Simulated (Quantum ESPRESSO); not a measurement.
# PbO2 (Fm-3m) in Quantum ESPRESSO: settings compared, part 2 of 2

Quantum ESPRESSO 7.5.

## Step 3: Band structure, r2SCAN

pw.in

```
&CONTROL
  calculation = 'scf'
  prefix = 'pwscf'
  outdir = './tmp'
  pseudo_dir = './pseudo'
  tprnfor = .true.
  tstress = .true.
  disk_io = 'low'
/
&SYSTEM
  ibrav = 0
  nat = 3
  ntyp = 2
  ecutwfc = 88
  nbnd = 20
  input_dft = 'r2scan'
  occupations = 'smearing'
  smearing = 'fd'
  degauss = 0.00367493
  nosym = .true.
/
&ELECTRONS
  conv_thr = 1d-08
  electron_maxstep = 120
  mixing_beta = 0.5
/
ATOMIC_SPECIES
Pb   207.2000 Pb_ONCV_PBE-1.2.upf
O     15.9990 O_ONCV_PBE-1.2.upf
CELL_PARAMETERS angstrom
   0.0000000000    2.7019920000    2.7019920000
   2.7019920000    0.0000000000    2.7019920000
   2.7019920000    2.7019920000    0.0000000000
ATOMIC_POSITIONS crystal
Pb     0.0000000000    0.0000000000    0.0000000000
O      0.7500000000    0.7500000000    0.7500000000
O      0.2500000000    0.2500000000    0.2500000000
K_POINTS automatic
7 7 7 0 0 0
```

bands.in

```
&CONTROL
  calculation = 'bands'
  prefix = 'pwscf'
  outdir = './tmp'
  pseudo_dir = './pseudo'
  disk_io = 'low'
  verbosity = 'high'
/
&SYSTEM
  ibrav = 0
  nat = 3
  ntyp = 2
  ecutwfc = 88
  nbnd = 20
  input_dft = 'r2scan'
  occupations = 'smearing'
  smearing = 'fd'
  degauss = 0.00367493
  nosym = .true.
/
&ELECTRONS
  conv_thr = 1d-08
  electron_maxstep = 120
  mixing_beta = 0.5
  diago_full_acc = .true.
  startingwfc = 'random'
/
ATOMIC_SPECIES
Pb   207.2000 Pb_ONCV_PBE-1.2.upf
O     15.9990 O_ONCV_PBE-1.2.upf
CELL_PARAMETERS angstrom
   0.0000000000    2.7019920000    2.7019920000
   2.7019920000    0.0000000000    2.7019920000
   2.7019920000    2.7019920000    0.0000000000
ATOMIC_POSITIONS crystal
Pb     0.0000000000    0.0000000000    0.0000000000
O      0.7500000000    0.7500000000    0.7500000000
O      0.2500000000    0.2500000000    0.2500000000
K_POINTS crystal
60
 0.0000000000  0.0000000000  0.0000000000 1
 0.0625000000  0.0000000000  0.0625000000 1
 0.1250000000  0.0000000000  0.1250000000 1
 0.1875000000  0.0000000000  0.1875000000 1
 0.2500000000  0.0000000000  0.2500000000 1
 0.3125000000  0.0000000000  0.3125000000 1
 0.3750000000  0.0000000000  0.3750000000 1
 0.4375000000  0.0000000000  0.4375000000 1
 0.5000000000  0.0000000000  0.5000000000 1
 0.5000000000  0.0625000000  0.5625000000 1
 0.5000000000  0.1250000000  0.6250000000 1
 0.5000000000  0.1875000000  0.6875000000 1
 0.5000000000  0.2500000000  0.7500000000 1
 0.4375000000  0.3125000000  0.7500000000 1
 0.3750000000  0.3750000000  0.7500000000 1
 0.3375000000  0.3375000000  0.6750000000 1
 0.3000000000  0.3000000000  0.6000000000 1
 0.2625000000  0.2625000000  0.5250000000 1
 0.2250000000  0.2250000000  0.4500000000 1
 0.1875000000  0.1875000000  0.3750000000 1
 0.1500000000  0.1500000000  0.3000000000 1
 0.1125000000  0.1125000000  0.2250000000 1
 0.0750000000  0.0750000000  0.1500000000 1
 0.0375000000  0.0375000000  0.0750000000 1
 0.0000000000  0.0000000000  0.0000000000 1
 0.0625000000  0.0625000000  0.0625000000 1
 0.1250000000  0.1250000000  0.1250000000 1
 0.1875000000  0.1875000000  0.1875000000 1
 0.2500000000  0.2500000000  0.2500000000 1
 0.3125000000  0.3125000000  0.3125000000 1
 0.3750000000  0.3750000000  0.3750000000 1
 0.4375000000  0.4375000000  0.4375000000 1
 0.5000000000  0.5000000000  0.5000000000 1
 0.5250000000  0.4500000000  0.5250000000 1
 0.5500000000  0.4000000000  0.5500000000 1
 0.5750000000  0.3500000000  0.5750000000 1
 0.6000000000  0.3000000000  0.6000000000 1
 0.6250000000  0.2500000000  0.6250000000 1
 0.5833333333  0.2500000000  0.6666666667 1
 0.5416666667  0.2500000000  0.7083333333 1
 0.5000000000  0.2500000000  0.7500000000 1
 0.5000000000  0.2857142857  0.7142857143 1
 0.5000000000  0.3214285714  0.6785714286 1
 0.5000000000  0.3571428571  0.6428571429 1
 0.5000000000  0.3928571429  0.6071428571 1
 0.5000000000  0.4285714286  0.5714285714 1
 0.5000000000  0.4642857143  0.5357142857 1
 0.5000000000  0.5000000000  0.5000000000 1
 0.4821428571  0.4821428571  0.5357142857 1
 0.4642857143  0.4642857143  0.5714285714 1
 0.4464285714  0.4464285714  0.6071428571 1
 0.4285714286  0.4285714286  0.6428571429 1
 0.4107142857  0.4107142857  0.6785714286 1
 0.3928571429  0.3928571429  0.7142857143 1
 0.3750000000  0.3750000000  0.7500000000 1
 0.6250000000  0.2500000000  0.6250000000 1
 0.5937500000  0.1875000000  0.5937500000 1
 0.5625000000  0.1250000000  0.5625000000 1
 0.5312500000  0.0625000000  0.5312500000 1
 0.5000000000  0.0000000000  0.5000000000 1
```

Potentials or basis: SG15 PBE 1.2.

On the command line:

```sh
$ OMP_NUM_THREADS=1 mpirun -n 2 pw.x -nk 2 -in pw.in > pw.out
$ OMP_NUM_THREADS=1 mpirun -n 2 pw.x -nk 2 -in bands.in > bands.out
```

pw.out:

```text
This program is part of the open-source Quantum ESPRESSO suite
     for quantum simulation of materials; please cite
         "P. Giannozzi et al., J. Phys.:Condens. Matter 21 395502 (2009);
         "P. Giannozzi et al., J. Phys.:Condens. Matter 29 465901 (2017);
         "P. Giannozzi et al., J. Chem. Phys. 152 154105 (2020);
     in publications or presentations arising from this work. More details at

     IMPORTANT: XC functional enforced from input :
     Exchange-correlation= R2SCAN
                           (   0   0   0   0   0 497 498)
     Any further DFT definition will be discarded
     Please, verify this is what you really want

     K-points division:     npool     =       2
     Subspace diagonalization in iterative solution of the eigenvalue problem:
     a serial algorithm will be used

     G-vector sticks info
     --------------------
     sticks:   dense  smooth     PW     G-vecs:    dense   smooth      PW
     Sum        1261    1261    379                29627    29627    4909

     Using Slab Decomposition

     bravais-lattice index     =            0
     lattice parameter (alat)  =       7.2210  a.u.
     unit-cell volume          =     266.2434 (a.u.)^3
     number of atoms/cell      =            3
     number of atomic types    =            2
     number of electrons       =        26.00
     number of Kohn-Sham states=           20
     kinetic-energy cutoff     =      88.0000  Ry
     charge density cutoff     =     352.0000  Ry
     scf convergence threshold =      1.0E-08
     mixing beta               =       0.5000
     number of iterations used =            8  plain     mixing
     Exchange-correlation= R2SCAN
                           (   0   0   0   0   0 497 498)

     celldm(1)=   7.221010  celldm(2)=   0.000000  celldm(3)=   0.000000
     celldm(4)=   0.000000  celldm(5)=   0.000000  celldm(6)=   0.000000

     crystal axes: (cart. coord. in units of alat)
               a(1) = (   0.000000   0.707107   0.707107 )
               a(2) = (   0.707107   0.000000   0.707107 )
               a(3) = (   0.707107   0.707107   0.000000 )

     reciprocal axes: (cart. coord. in units 2 pi/alat)
               b(1) = ( -0.707107  0.707107  0.707107 )
               b(2) = (  0.707107 -0.707107  0.707107 )
               b(3) = (  0.707107  0.707107 -0.707107 )

     PseudoPot. # 1 for Pb read from file:
     Pb_ONCV_PBE-1.2.upf
     Pseudo is Norm-conserving, Zval = 14.0
     Generated using ONCVPSP code by D. R. Hamann
     Using radial grid of  602 points,  8 beta functions with:
                l(1) =   0
                l(2) =   0
                l(3) =   1
                l(4) =   1
                l(5) =   2
                l(6) =   2
                l(7) =   3
                l(8) =   3

     PseudoPot. # 2 for O  read from file:
     O_ONCV_PBE-1.2.upf
     Pseudo is Norm-conserving, Zval =  6.0
     Generated using ONCVPSP code by D. R. Hamann
     Using radial grid of  602 points,  4 beta functions with:
                l(1) =   0
                l(2) =   0
                l(3) =   1
                l(4) =   1

     atomic species   valence    mass     pseudopotential
     Pb               14.00   207.20000     Pb( 1.00)
     O                 6.00    15.99900     O ( 1.00)

     No symmetry found

   Cartesian axes

     site n.     atom                  positions (alat units)
         1        Pb     tau(   1) = (   0.0000000   0.0000000   0.0000000  )
         2        O      tau(   2) = (   1.0606602   1.0606602   1.0606602  )
         3        O      tau(   3) = (   0.3535534   0.3535534   0.3535534  )

     number of k points=   172  Fermi-Dirac smearing, width (Ry)=  0.0037

     Number of k-points >= 100: set verbosity='high' to print them.

     Dense  grid:    29627 G-vectors     FFT dimensions: (  45,  45,  45)

     WARNING: libxc functional with ID  497 depends
      on external parameters: check the user_guide of
      QE if you need to modify them or to check their
      default values.

     WARNING: libxc functional with ID  498 depends
      on external parameters: check the user_guide of
      QE if you need to modify them or to check their
      default values.

     Initial potential from superposition of free atoms

     starting charge      25.8960, renormalised to      26.0000
     Starting wfcs are random

     Self-consistent Calculation

     iteration #  1     ecut=    88.00 Ry     beta= 0.50
     Davidson diagonalization with overlap
     ethr =  1.00E-02,  avg # of iterations =  9.4

     total energy              =    -175.70293671 Ry
     estimated scf accuracy    <      33.91477621 Ry

     iteration #  2     ecut=    88.00 Ry     beta= 0.50
     Davidson diagonalization with overlap
     ethr =  1.00E-02,  avg # of iterations =  1.0

     total energy              =    -175.93803370 Ry
     estimated scf accuracy    <       6.48825836 Ry

     iteration #  3     ecut=    88.00 Ry     beta= 0.50
     Davidson diagonalization with overlap
     ethr =  1.00E-02,  avg # of iterations =  1.0
[... 43 lines left out ...]
     total energy              =    -175.98741632 Ry
     estimated scf accuracy    <       0.00000115 Ry

     iteration # 10     ecut=    88.00 Ry     beta= 0.50
     Davidson diagonalization with overlap
     ethr =  4.44E-09,  avg # of iterations =  1.0

     total energy              =    -175.98741633 Ry
     estimated scf accuracy    <       0.00000004 Ry

     iteration # 11     ecut=    88.00 Ry     beta= 0.50
     Davidson diagonalization with overlap
     ethr =  1.43E-10,  avg # of iterations =  1.0

     End of self-consistent calculation

     Number of k-points >= 100: set verbosity='high' to print the bands.

     the Fermi energy is    10.2478 ev

!    total energy              =    -175.98741633 Ry
     estimated scf accuracy    <          8.8E-10 Ry
     smearing contrib. (-TS)   =      -0.00063309 Ry
     internal energy E=F+TS    =    -175.98678324 Ry

     The total energy is F=E-TS. E is the sum of the following terms:
     one-electron contribution =     -26.42061180 Ry
     hartree contribution      =      32.21966233 Ry
     xc contribution           =     -27.39427387 Ry
     ewald contribution        =    -154.39155991 Ry

     convergence has been achieved in  11 iterations

     Forces acting on atoms (cartesian axes, Ry/au):

     atom    1 type  1   force =    -0.00000013   -0.00000050   -0.00000061
     atom    2 type  2   force =     0.00000012    0.00000019    0.00000028
     atom    3 type  2   force =     0.00000002    0.00000031    0.00000033

     Total force =     0.000001     Total SCF correction =     0.000001
     SCF correction compared to forces is large: reduce conv_thr to get better values

     Computing stress (Cartesian axis) and pressure

          total   stress  (Ry/bohr**3)                   (kbar)     P=      -48.36
  -0.00032873  -0.00000000  -0.00000000          -48.36       -0.00       -0.00
  -0.00000000  -0.00032873   0.00000000           -0.00      -48.36        0.00
  -0.00000000   0.00000000  -0.00032873           -0.00        0.00      -48.36

=------------------------------------------------------------------------------=
   JOB DONE.
=------------------------------------------------------------------------------=
```

bands.out:

```text
This program is part of the open-source Quantum ESPRESSO suite
     for quantum simulation of materials; please cite
         "P. Giannozzi et al., J. Phys.:Condens. Matter 21 395502 (2009);
         "P. Giannozzi et al., J. Phys.:Condens. Matter 29 465901 (2017);
         "P. Giannozzi et al., J. Chem. Phys. 152 154105 (2020);
     in publications or presentations arising from this work. More details at
[... 666 lines left out ...]
    -8.2958  -8.0890  -5.0514  -4.9116  -4.9116  -4.8439  -3.5468   1.8375
     5.7062   5.7062   9.9802  10.1224  10.1224  11.8378  16.8140  20.1623
    21.5545  21.5545  27.6142  28.3075

=------------------------------------------------------------------------------=
   JOB DONE.
=------------------------------------------------------------------------------=
```

Run time: 8.4 min. Hardware: 2 MPI ranks of Intel Xeon Platinum 8375C at 2.90GHz (Ice Lake), shared host; peak memory 0.38 GiB.

Results:

* Free energy: -2394.4308 eV
* Pressure: -4.8 GPa
* Band gap on the k mesh: none (metal or under the smearing width)

Levels at the corners of the path, in eV from the Fermi level:
| point | band 10 | band 11 | band 12 | band 13 | band 14 | band 15 | band 16 | band 17 |
| --- | --- | --- | --- | --- | --- | --- | --- | --- |
| Γ | -1.93 | -1.93 | -1.26 | -1.26 | -1.26 | 7.38 | 7.38 | 7.38 |
| X | -4.54 | -0.27 | -0.13 | -0.13 | 1.59 | 6.57 | 9.91 | 11.31 |
| W | -2.61 | -2.60 | -0.42 | 0.03 | 2.13 | 8.97 | 8.97 | 9.66 |
| K | -4.08 | -1.32 | -0.47 | -0.25 | 2.04 | 7.97 | 9.41 | 10.86 |
| Γ | -1.93 | -1.93 | -1.26 | -1.26 | -1.26 | 7.38 | 7.38 | 7.38 |
| L | -2.82 | -2.82 | -1.38 | -1.38 | 2.49 | 7.52 | 9.91 | 9.91 |
| U | -4.08 | -1.32 | -0.47 | -0.25 | 2.04 | 7.97 | 9.41 | 10.86 |
| W | -2.61 | -2.60 | -0.42 | 0.03 | 2.13 | 8.97 | 8.97 | 9.66 |
| L | -2.82 | -2.82 | -1.38 | -1.38 | 2.49 | 7.52 | 9.91 | 9.91 |
| K | -4.08 | -1.32 | -0.47 | -0.25 | 2.04 | 7.97 | 9.41 | 10.86 |
| U | -4.08 | -1.32 | -0.47 | -0.25 | 2.04 | 7.97 | 9.41 | 10.86 |
| X | -4.54 | -0.27 | -0.13 | -0.13 | 1.59 | 6.57 | 9.91 | 11.31 |

Caveat: the k mesh is coarse; the potentials were made for another functional, which shifts forces and pressure; spin-orbit coupling is left out, which moves the levels of the heavy elements.

## Step 4: Single point, r2SCAN, 12.36 Å³/atom

Edit pw.in of step 3 so:

```diff
@@ -5,5 +5,4 @@
   pseudo_dir = './pseudo'
-  tprnfor = .true.
   tstress = .true.
-  disk_io = 'low'
+  disk_io = 'nowf'
 /
@@ -20,2 +19,5 @@
   nosym = .true.
+  nr1 = 48
+  nr2 = 48
+  nr3 = 48
 /
@@ -30,5 +32,5 @@
 CELL_PARAMETERS angstrom
-   0.0000000000    2.7019920000    2.7019920000
-   2.7019920000    0.0000000000    2.7019920000
-   2.7019920000    2.7019920000    0.0000000000
+   0.0000000000    2.6468338291    2.6468338291
+   2.6468338291    0.0000000000    2.6468338291
+   2.6468338291    2.6468338291    0.0000000000
 ATOMIC_POSITIONS crystal
```

On the command line:

```sh
$ OMP_NUM_THREADS=1 mpirun -n 2 pw.x -nk 2 -in pw.in > pw.out
```

Wall time 7.3 min (2 MPI ranks of Intel Xeon Platinum 8375C at 2.90GHz (Ice Lake), shared host); peak memory 0.36 GiB.

Results (log left out):

```
Free energy            : -2394.4368 eV
Pressure               : 4.1 GPa
Band gap on the k mesh : none (metal or under the smearing width)
```

Caveat: the k mesh is coarse; the potentials were made for another functional, which shifts forces and pressure.

## Step 5: Single point, r2SCAN, 12.63 Å³/atom

Edit pw.in of step 4 so:

```diff
@@ -32,5 +32,5 @@
 CELL_PARAMETERS angstrom
-   0.0000000000    2.6468338291    2.6468338291
-   2.6468338291    0.0000000000    2.6468338291
-   2.6468338291    2.6468338291    0.0000000000
+   0.0000000000    2.6654741181    2.6654741181
+   2.6654741181    0.0000000000    2.6654741181
+   2.6654741181    2.6654741181    0.0000000000
 ATOMIC_POSITIONS crystal
```

On the command line:

```sh
$ OMP_NUM_THREADS=1 mpirun -n 2 pw.x -nk 2 -in pw.in > pw.out
```

Wall time 8.6 min (2 MPI ranks of Intel Xeon Platinum 8375C at 2.90GHz (Ice Lake), shared host); peak memory 0.38 GiB.

The run converged. Its results:

* Free energy: -2394.4485 eV
* Pressure: 0.7 GPa
* Band gap on the k mesh: none (metal or under the smearing width)

Caveat: the k mesh is coarse; the potentials were made for another functional, which shifts forces and pressure.

## Step 6: Single point, r2SCAN, 12.89 Å³/atom

Edit pw.in of step 5 so:

```diff
@@ -32,5 +32,5 @@
 CELL_PARAMETERS angstrom
-   0.0000000000    2.6654741181    2.6654741181
-   2.6654741181    0.0000000000    2.6654741181
-   2.6654741181    2.6654741181    0.0000000000
+   0.0000000000    2.6838572791    2.6838572791
+   2.6838572791    0.0000000000    2.6838572791
+   2.6838572791    2.6838572791    0.0000000000
 ATOMIC_POSITIONS crystal
```

Potentials or basis: SG15 PBE 1.2.

On the command line:

```sh
$ OMP_NUM_THREADS=1 mpirun -n 2 pw.x -nk 2 -in pw.in > pw.out
```

It took 8.4 min on 2 MPI ranks of Intel Xeon Platinum 8375C at 2.90GHz (Ice Lake), shared host; peak memory 0.38 GiB.

The run converged. Its results:

* Free energy: -2394.4446 eV
* Pressure: -2.3 GPa
* Band gap on the k mesh: none (metal or under the smearing width)

Caveat: the k mesh is coarse; the potentials were made for another functional, which shifts forces and pressure.

## Step 7: Single point, r2SCAN, 13.15 Å³/atom

Edit pw.in of step 6 so:

```diff
@@ -32,5 +32,5 @@
 CELL_PARAMETERS angstrom
-   0.0000000000    2.6838572791    2.6838572791
-   2.6838572791    0.0000000000    2.6838572791
-   2.6838572791    2.6838572791    0.0000000000
+   0.0000000000    2.7019920000    2.7019920000
+   2.7019920000    0.0000000000    2.7019920000
+   2.7019920000    2.7019920000    0.0000000000
 ATOMIC_POSITIONS crystal
```

On the command line:

```sh
$ OMP_NUM_THREADS=1 mpirun -n 2 pw.x -nk 2 -in pw.in > pw.out
```

Run time: 7.8 min. Hardware: 2 MPI ranks of Intel Xeon Platinum 8375C at 2.90GHz (Ice Lake), shared host; peak memory 0.4 GiB.

Results (log left out):

- Free energy: -2394.4270 eV
- Pressure: -4.9 GPa
- Band gap on the k mesh: none (metal or under the smearing width)

Caveat: the k mesh is coarse; the potentials were made for another functional, which shifts forces and pressure.

## Step 8: Single point, r2SCAN, 13.41 Å³/atom

Edit pw.in of step 7 so:

```diff
@@ -32,5 +32,5 @@
 CELL_PARAMETERS angstrom
-   0.0000000000    2.7019920000    2.7019920000
-   2.7019920000    0.0000000000    2.7019920000
-   2.7019920000    2.7019920000    0.0000000000
+   0.0000000000    2.7198865082    2.7198865082
+   2.7198865082    0.0000000000    2.7198865082
+   2.7198865082    2.7198865082    0.0000000000
 ATOMIC_POSITIONS crystal
```

On the command line:

```sh
$ OMP_NUM_THREADS=1 mpirun -n 2 pw.x -nk 2 -in pw.in > pw.out
```

Wall time 8.3 min (2 MPI ranks of Intel Xeon Platinum 8375C at 2.90GHz (Ice Lake), shared host); peak memory 0.38 GiB.

It converged, with:

```
Free energy            : -2394.3972 eV
Pressure               : -7.2 GPa
Band gap on the k mesh : none (metal or under the smearing width)
```

Caveat: the k mesh is coarse; the potentials were made for another functional, which shifts forces and pressure.

## Step 9: Single point, r2SCAN, 13.68 Å³/atom

Edit pw.in of step 8 so:

```diff
@@ -32,5 +32,5 @@
 CELL_PARAMETERS angstrom
-   0.0000000000    2.7198865082    2.7198865082
-   2.7198865082    0.0000000000    2.7198865082
-   2.7198865082    2.7198865082    0.0000000000
+   0.0000000000    2.7375486038    2.7375486038
+   2.7375486038    0.0000000000    2.7375486038
+   2.7375486038    2.7375486038    0.0000000000
 ATOMIC_POSITIONS crystal
```

Potentials or basis: SG15 PBE 1.2.

On the command line:

```sh
$ OMP_NUM_THREADS=1 mpirun -n 2 pw.x -nk 2 -in pw.in > pw.out
```

Run time: 8.6 min. Hardware: 2 MPI ranks of Intel Xeon Platinum 8375C at 2.90GHz (Ice Lake), shared host; peak memory 0.4 GiB.

It converged, with:

* Free energy: -2394.3566 eV
* Pressure: -9.3 GPa
* Band gap on the k mesh: none (metal or under the smearing width)

Caveat: the k mesh is coarse; the potentials were made for another functional, which shifts forces and pressure.

## Step 10: Equation of state, r2SCAN

Potentials or basis: SG15 PBE 1.2.

No new run: the results of the series are fitted here.

Results:

* Equilibrium volume: 12.69 Å³/atom
* Bulk modulus: 148 GPa
* Pressure derivative of the bulk modulus: 4.9

Energy against volume, from the lowest point:
```csv
volume (Å³/atom),energy (meV/atom)
12.362,3.89
12.625,0.00
12.888,1.30
13.151,7.17
13.414,17.09
13.677,30.61
```

Caveat: the potentials were made for another functional, which shifts forces and pressure. The run has no spin-orbit coupling, so splittings on Pb are missing.

## Step 11: For comparison

An earlier run on the cell as given: functional PBEsol; potentials or basis GBRV 1.5 PBEsol; cutoff 612 eV; density cutoff 4898 eV; k mesh 9 × 9 × 9; occupations fermi-dirac, width 0.05 eV; no spin polarisation.

- Pressure: -6.2 GPa
- Band gap on the k mesh: none (metal or under the smearing width)

## Step 12: Summary

```csv
task,level,potentials or basis,k mesh,cutoff (eV),form of the LDA correlation,SCF threshold,symmetry,gap on the mesh (eV),pressure (GPa)
band structure,LDA,GBRV 1.5 LDA,9 × 9 × 9,612,PZ81,6e-10 Ry,-,none,-10.4
band structure,r2SCAN,SG15 PBE 1.2,7 × 7 × 7,1197,-,1e-08 Ry,off,none,-4.8
equation of state,r2SCAN,SG15 PBE 1.2,7 × 7 × 7,1197,-,1e-08 Ry,off,-,-
single point,PBEsol,GBRV 1.5 PBEsol,9 × 9 × 9,612,-,6e-10 Ry,-,none,-6.2
```

Alike in all rows: no spin polarisation; cell as given; smearing fermi-dirac 0.05 eV.

Caveats: spin-orbit coupling is left out, which moves the levels of the heavy elements (some runs); the potentials were made for another functional, which shifts forces and pressure (some runs); some levels on the path didn't converge (some runs).

Absolute energies hang on the potentials; compare differences alone.
